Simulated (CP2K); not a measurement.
# SnTe (F-43m) in CP2K: further runs

Aim: see how the results for SnTe move with the level of theory and the settings. Levels: PBEsol, LDA. Tasks: band structure.

Program: CP2K 2026.2. These are calculated values, not measurements. Logs are shortened: lines on timing, memory, paths and dates and some standing lists are left out, and cuts for length are marked.

### 1 The structure

It takes space group F-43m (No. 216, cubic). The conventional cell has a = 7.222 Å, b = 7.222 Å, c = 7.222 Å, α = 90.00°, β = 90.00°, γ = 90.00°. Te (site symmetry -43m) is surrounded by 4 Sn at 3.13 Å. Around Sn (site symmetry -43m) lie 4 Te at 3.13 Å.

Measurements of this composition are mostly on another form, of space group No. 225.

### 2 Band structure, PBEsol

File snte_bands.inp:

```
&GLOBAL
  PROJECT snte_bands
  RUN_TYPE ENERGY_FORCE
  PRINT_LEVEL LOW
&END GLOBAL
&FORCE_EVAL
  METHOD QS
  STRESS_TENSOR ANALYTICAL
  &DFT
    BASIS_SET_FILE_NAME BASIS_MOLOPT_UZH
    POTENTIAL_FILE_NAME POTENTIAL_UZH
    &MGRID
      CUTOFF 450
      REL_CUTOFF 60
      NGRIDS 5
    &END MGRID
    &QS
      METHOD GPW
      EPS_DEFAULT 1.0E-10
    &END QS
    &KPOINTS
      SCHEME MONKHORST-PACK 7 7 7
      GAMMA_CENTERED T
      SYMMETRY T
      SYMMETRY_BACKEND SPGLIB
    &END KPOINTS
    &SCF
      SCF_GUESS ATOMIC
      EPS_SCF 1.0E-6
      MAX_SCF 100
      ADDED_MOS 10
      CHOLESKY OFF
      EPS_EIGVAL 1.0E-7
      &DIAGONALIZATION ON
        ALGORITHM STANDARD
      &END DIAGONALIZATION
      &MIXING ON
        METHOD BROYDEN_MIXING
        ALPHA 0.4
        BETA 1.5
        NBUFFER 8
      &END MIXING
      &SMEAR ON
        METHOD FERMI_DIRAC
        ELECTRONIC_TEMPERATURE [K] 1160.452
      &END SMEAR
    &END SCF
    &XC
      &XC_FUNCTIONAL
        &GGA_X_PBE_SOL
        &END GGA_X_PBE_SOL
        &GGA_C_PBE_SOL
        &END GGA_C_PBE_SOL
      &END XC_FUNCTIONAL
    &END XC
    &PRINT
      &KPOINTS ON
      &END KPOINTS
      &MULLIKEN ON
      &END MULLIKEN
      &MO ON
        ENERGIES T
        OCCUPATION_NUMBERS T
        &EACH
          QS_SCF 0
        &END EACH
        ADD_LAST NUMERIC
      &END MO
      &LOWDIN ON
      &END LOWDIN
      &HIRSHFELD ON
        SHAPE_FUNCTION DENSITY
      &END HIRSHFELD
      &BAND_STRUCTURE
        FILE_NAME bands.bs
        ADDED_MOS 2
        &KPOINT_SET
          UNITS B_VECTOR
          NPOINTS 6
          SPECIAL_POINT GAMMA 0.00000000 0.00000000 0.00000000
          SPECIAL_POINT X 0.50000000 0.00000000 0.50000000
          SPECIAL_POINT W 0.50000000 0.25000000 0.75000000
          SPECIAL_POINT K 0.37500000 0.37500000 0.75000000
          SPECIAL_POINT GAMMA 0.00000000 0.00000000 0.00000000
          SPECIAL_POINT L 0.50000000 0.50000000 0.50000000
          SPECIAL_POINT U 0.62500000 0.25000000 0.62500000
          SPECIAL_POINT W 0.50000000 0.25000000 0.75000000
          SPECIAL_POINT L 0.50000000 0.50000000 0.50000000
          SPECIAL_POINT K 0.37500000 0.37500000 0.75000000
        &END KPOINT_SET
        &KPOINT_SET
          UNITS B_VECTOR
          NPOINTS 6
          SPECIAL_POINT U 0.62500000 0.25000000 0.62500000
          SPECIAL_POINT X 0.50000000 0.00000000 0.50000000
        &END KPOINT_SET
      &END BAND_STRUCTURE
    &END PRINT
  &END DFT
  &SUBSYS
    &CELL
      A 5.1069316489 0.0000000000 0.0000000000
      B 2.5534658245 4.4227325433 0.0000000000
      C 2.5534658245 1.4742441811 4.1697922304
      PERIODIC XYZ
    &END CELL
    &COORD
      SCALED
      Te  0.2500000000 0.2500000000 0.2500000000
      Sn  0.0000000000 0.0000000000 0.0000000000
    &END COORD
    &KIND Te
      BASIS_SET TZVP-MOLOPT-PBE-GTH-q6
      POTENTIAL GTH-PBE-q6
    &END KIND
    &KIND Sn
      BASIS_SET TZVP-MOLOPT-PBE-GTH-q4
      POTENTIAL GTH-PBE-q4
    &END KIND
    &PRINT
      &ATOMIC_COORDINATES ON
      &END ATOMIC_COORDINATES
      &CELL ON
      &END CELL
    &END PRINT
  &END SUBSYS
  &PRINT
    &FORCES ON
    &END FORCES
    &STRESS_TENSOR ON
    &END STRESS_TENSOR
  &END PRINT
&END FORCE_EVAL
```

Potentials or basis: POTENTIAL_UZH Te GTH-PBE-q6, Sn GTH-PBE-q4; TZVP-MOLOPT-PBE-GTH basis.

Run with:

```bash
> OMP_NUM_THREADS=1 cp2k.psmp -i snte_bands.inp -o snte_bands.out
```

snte_bands.out:

```text

 CP2K| version string:                                       CP2K version 2026.2
 CP2K| Input file name                                            snte_bands.inp

 GLOBAL| Force Environment number                                              1
 GLOBAL| Basis set file name                                    BASIS_MOLOPT_UZH
 GLOBAL| Potential file name                                       POTENTIAL_UZH
 GLOBAL| MM Potential file name                                     MM_POTENTIAL
 GLOBAL| Coordinate file name                                      __STD_INPUT__
 GLOBAL| Method name                                                        CP2K
 GLOBAL| Project name                                                 snte_bands
 GLOBAL| Run type                                                   ENERGY_FORCE
 GLOBAL| FFT library                                                       FFTW3
[... 6 lines left out ...]
 GLOBAL| Total number of message passing processes                             1
 GLOBAL| Number of threads for this process                                    1
 GLOBAL| CPU model name                                                  UNKNOWN

 CELL| Volume [angstrom^3]:                                            94.181399
 CELL| Vector a [angstrom]:       5.107     0.000     0.000   |a| =     5.106932
 CELL| Vector b [angstrom]:       2.553     4.423     0.000   |b| =     5.106932
 CELL| Vector c [angstrom]:       2.553     1.474     4.170   |c| =     5.106932
 CELL| Angle (b,c), alpha [degree]:                                    60.000000
 CELL| Angle (a,c), beta  [degree]:                                    60.000000
 CELL| Angle (a,b), gamma [degree]:                                    60.000000
 CELL| Numerically orthorhombic:                                              NO
 CELL| Periodicity                                                           XYZ

 CELL_REF| Volume [angstrom^3]:                                        94.181399
 CELL_REF| Vector a [angstrom     5.107     0.000     0.000   |a| =     5.106932
 CELL_REF| Vector b [angstrom     2.553     4.423     0.000   |b| =     5.106932
 CELL_REF| Vector c [angstrom     2.553     1.474     4.170   |c| =     5.106932
 CELL_REF| Angle (b,c), alpha [degree]:                                60.000000
 CELL_REF| Angle (a,c), beta  [degree]:                                60.000000
 CELL_REF| Angle (a,b), gamma [degree]:                                60.000000
 CELL_REF| Numerically orthorhombic:                                          NO
 CELL_REF| Periodicity                                                       XYZ
[... 9 lines left out ...]
 TOTAL NUMBERS AND MAXIMUM NUMBERS

  Total number of            - Atomic kinds:                                   2
                             - Atoms:                                          2
                             - Shell sets:                                     2
                             - Shells:                                        14
                             - Primitive Cartesian functions:                  8
                             - Cartesian basis functions:                     36
                             - Spherical basis functions:                     34

[... 404 lines left out ...]
 MO|     12               0.469289              12.770009               0.000000
 MO|     13               0.500946              13.631439               0.000000
 MO|     14               0.513614              13.976161               0.000000
 MO|     15               0.513615              13.976165               0.000000
 MO| Sum:                                                              10.000001
 MO| E(Fermi):            0.069158 a.u.          1.881874 eV

 [... the levels of further k-points ...]

 !-----------------------------------------------------------------------------!
                     Mulliken Population Analysis

 #  Atom  Element  Kind  Atomic population                           Net charge
       1     Te       1          6.387947                             -0.387947
       2     Sn       2          3.612053                              0.387947
 # Total charge                             10.000000                 -0.000000

 !-----------------------------------------------------------------------------!

 !-----------------------------------------------------------------------------!
                           Hirshfeld Charges

  #Atom  Element  Kind  Ref Charge     Population                    Net charge
      1       Te     1       6.000          6.159                        -0.159
      2       Sn     2       4.000          3.841                         0.159

  Total Charge                                                           -0.000
 !-----------------------------------------------------------------------------!

 LOWDIN POPULATION ANALYSIS

 #  Atom  Element  Kind  Atomic population                           Net charge
       1     Te       1          5.881292                              0.118708
       2     Sn       2          4.118708                             -0.118708
 # Total charge                             10.000000                 -0.000000

 KPOINTS| Band Structure Calculation
 KPOINTS| Number of k-point sets                                               2
 KPOINTS| Number of added MOs/bands                                            2
 KPOINTS| Number of k-points in set    1                                      55
 KPOINTS| In units of b-vector [2pi/Bohr]
 KPOINTS| Special point     1       GAMMA     0.000000     0.000000     0.000000
 KPOINTS| Special point     2           X     0.500000     0.000000     0.500000
 KPOINTS| Special point     3           W     0.500000     0.250000     0.750000
 KPOINTS| Special point     4           K     0.375000     0.375000     0.750000
 KPOINTS| Special point     5       GAMMA     0.000000     0.000000     0.000000
 KPOINTS| Special point     6           L     0.500000     0.500000     0.500000
 KPOINTS| Special point     7           U     0.625000     0.250000     0.625000
 KPOINTS| Special point     8           W     0.500000     0.250000     0.750000
 KPOINTS| Special point     9           L     0.500000     0.500000     0.500000
 KPOINTS| Special point    10           K     0.375000     0.375000     0.750000
 KPOINTS| Number of k-points in set    2                                       7
 KPOINTS| In units of b-vector [2pi/Bohr]
 KPOINTS| Special point     1           U     0.625000     0.250000     0.625000
 KPOINTS| Special point     2           X     0.500000     0.000000     0.500000

 ENERGY| Total FORCE_EVAL ( QS ) energy [hartree]            -11.627348787934100

 FORCES| Atomic forces [hartree/bohr]
 FORCES|   Atom     x               y               z               |f|
 FORCES|      1  6.90017282E-10  1.46595744E-09 -3.67466118E-10   1.66138088E-09
 FORCES|      2 -5.52550054E-10 -1.38834491E-09  4.24148036E-10   1.55329157E-09
 FORCES| Sum     1.37467228E-10  7.76125356E-11  5.66819187E-11
 FORCES| Total atomic force                                       1.67731286E-10

 STRESS| Analytical stress tensor [bar]
 STRESS|                        x                   y                   z
 STRESS|      x       -3.27905060611E+03   2.40607693422E-03  -1.50589846119E-03
 STRESS|      y        2.40607693422E-03  -3.27897444261E+03   4.72598259097E-02
 STRESS|      z       -1.50589846119E-03   4.72598259097E-02  -3.27901058372E+03
 STRESS| 1/3 Trace                                            -3.27901187748E+03
 STRESS| Determinant                                          -3.52556697427E+10

 STRESS| Eigenvectors and eigenvalues of the analytical stress tensor [bar]
 STRESS|                        1                   2                   3
 STRESS| Eigenvalues  -3.27905143284E+03  -3.27904229496E+03  -3.27894190465E+03
 STRESS|      x           0.954312717564     -0.298629173141      0.010385280209
 STRESS|      y          -0.177415521523     -0.538305876005      0.823863166175
 STRESS|      z           0.240439118736      0.788065606918      0.566693593906
```

Run time: 14 s. Hardware: 1 thread of Arm Neoverse V1, shared host; peak memory 0.39 GiB.

Results:

| Item | Value |
| --- | --- |
| Free energy | -316.3963 eV |
| Pressure | -0.3 GPa |
| Band gap along the path | none (metal or under the smearing width) |
| Mulliken charges | Te -0.39; Sn +0.39 e |
| Hirshfeld charges | Te -0.16; Sn +0.16 e |

Levels at the corners of the path, in eV from the Fermi level:
| point | band 3 | band 4 | band 5 | band 6 | band 7 | band 8 |
| --- | --- | --- | --- | --- | --- | --- |
| Γ | -2.00 | -2.00 | -2.00 | 0.96 | 0.96 | 0.96 |
| X | -3.21 | -3.21 | -0.72 | 0.00 | 3.93 | 3.93 |
| W | -3.49 | -3.40 | 0.03 | 1.32 | 2.25 | 3.35 |
| K | -3.62 | -3.02 | -0.54 | 1.12 | 3.17 | 3.24 |
| Γ | -2.00 | -2.00 | -2.00 | 0.96 | 0.96 | 0.96 |
| L | -2.54 | -2.54 | -2.13 | 1.81 | 1.81 | 3.41 |
| U | -3.62 | -3.02 | -0.54 | 1.12 | 3.17 | 3.24 |
| W | -3.49 | -3.40 | 0.03 | 1.32 | 2.25 | 3.35 |
| L | -2.54 | -2.54 | -2.13 | 1.81 | 1.81 | 3.41 |
| K | -3.62 | -3.02 | -0.54 | 1.12 | 3.17 | 3.24 |
| U | -3.62 | -3.02 | -0.54 | 1.12 | 3.17 | 3.24 |
| X | -3.21 | -3.21 | -0.72 | 0.00 | 3.93 | 3.93 |

Caveat: Mulliken charges move with the basis; the potentials were made for another functional, which shifts forces and pressure; spin-orbit coupling is left out, which moves the levels of the heavy elements; the basis of atomic orbitals isn't converged, which shifts pressures, moduli and gaps.

### 3 Band structure, LDA

snte_bands.inp: that of step 2 with these lines changed.

```diff
@@ -10,3 +10,3 @@
     BASIS_SET_FILE_NAME BASIS_MOLOPT_UZH
-    POTENTIAL_FILE_NAME POTENTIAL_UZH
+    POTENTIAL_FILE_NAME GTH_POTENTIALS
     &MGRID
@@ -14,3 +14,3 @@
       REL_CUTOFF 60
-      NGRIDS 5
+      NGRIDS 4
     &END MGRID
@@ -18,3 +18,3 @@
       METHOD GPW
-      EPS_DEFAULT 1.0E-10
+      EPS_DEFAULT 1.0E-9
     &END QS
@@ -44,3 +44,3 @@
         METHOD FERMI_DIRAC
-        ELECTRONIC_TEMPERATURE [K] 1160.452
+        ELECTRONIC_TEMPERATURE 580.23
       &END SMEAR
@@ -49,6 +49,6 @@
       &XC_FUNCTIONAL
-        &GGA_X_PBE_SOL
-        &END GGA_X_PBE_SOL
-        &GGA_C_PBE_SOL
-        &END GGA_C_PBE_SOL
+        &LDA_X
+        &END LDA_X
+        &LDA_C_PW
+        &END LDA_C_PW
       &END XC_FUNCTIONAL
@@ -78,3 +78,3 @@
           UNITS B_VECTOR
-          NPOINTS 6
+          NPOINTS 8
           SPECIAL_POINT GAMMA 0.00000000 0.00000000 0.00000000
@@ -92,3 +92,3 @@
           UNITS B_VECTOR
-          NPOINTS 6
+          NPOINTS 8
           SPECIAL_POINT U 0.62500000 0.25000000 0.62500000
@@ -107,4 +107,3 @@
     &COORD
-      SCALED
-      Te  0.2500000000 0.2500000000 0.2500000000
+      Te  2.5534658245 1.4742441811 1.0424480576
       Sn  0.0000000000 0.0000000000 0.0000000000
@@ -113,3 +112,3 @@
       BASIS_SET TZVP-MOLOPT-PBE-GTH-q6
-      POTENTIAL GTH-PBE-q6
+      POTENTIAL GTH-PADE-q6
     &END KIND
@@ -117,3 +116,3 @@
       BASIS_SET TZVP-MOLOPT-PBE-GTH-q4
-      POTENTIAL GTH-PBE-q4
+      POTENTIAL GTH-PADE-q4
     &END KIND
@@ -124,2 +123,4 @@
       &END CELL
+      &SYMMETRY ON
+      &END SYMMETRY
     &END PRINT
```

Potentials or basis: GTH_POTENTIALS Te GTH-PADE-q6, Sn GTH-PADE-q4; TZVP-MOLOPT-PBE-GTH basis.

Run with:

```bash
> OMP_NUM_THREADS=1 cp2k.psmp -i snte_bands.inp -o snte_bands.out
```

It took 11 s on 1 thread of Arm Neoverse V1, shared host; peak memory 0.38 GiB.

It converged, with:

| Item | Value |
| --- | --- |
| Free energy | -320.8941 eV |
| Pressure | -1.9 GPa |
| Band gap along the path | none (metal or under the smearing width) |
| Mulliken charges | Te -0.32; Sn +0.32 e |
| Hirshfeld charges | Te -0.16; Sn +0.16 e |

Levels at the corners of the path, in eV from the Fermi level:
```tsv
point	band 3	band 4	band 5	band 6	band 7	band 8
Γ	-1.92	-1.92	-1.92	1.01	1.01	1.01
X	-3.11	-3.11	-0.66	0.06	3.92	3.92
W	-3.39	-3.30	0.06	1.34	2.33	3.36
K	-3.52	-2.93	-0.50	1.16	3.19	3.25
Γ	-1.92	-1.92	-1.92	1.01	1.01	1.01
L	-2.45	-2.45	-2.09	1.86	1.86	3.40
U	-3.52	-2.93	-0.50	1.16	3.19	3.25
W	-3.39	-3.30	0.06	1.34	2.33	3.36
L	-2.45	-2.45	-2.09	1.86	1.86	3.40
K	-3.52	-2.93	-0.50	1.16	3.19	3.25
U	-3.52	-2.93	-0.50	1.16	3.19	3.25
X	-3.11	-3.11	-0.66	0.06	3.92	3.92
```

Caveat: Mulliken charges move with the basis; spin-orbit coupling is left out, which moves the levels of the heavy elements; the basis of atomic orbitals isn't converged, which shifts pressures, moduli and gaps.
